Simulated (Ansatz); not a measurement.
One element of this relaxed crystal is hidden as X:

```
cell (Å)
  0.000 2.705 2.705
  2.705 0.000 2.705
  2.705 2.705 0.000
  X 0.0000 0.0000 0.0000
  O 0.2500 0.2500 0.2500
  O 0.7500 0.7500 0.7500
```

All-electron LAPW in Ansatz 0.2.0 under PBE, scalar-relativistic and without spin polarisation, finds it within 0.02 GPa of zero pressure, with a formation energy of -0.68 eV/atom from the elements, no gap. The structure needn't be the ground state.

Problem. Which element is X?

Solution. Pb, which makes the crystal PbO₂. This is the case that was computed; others weren't tested.
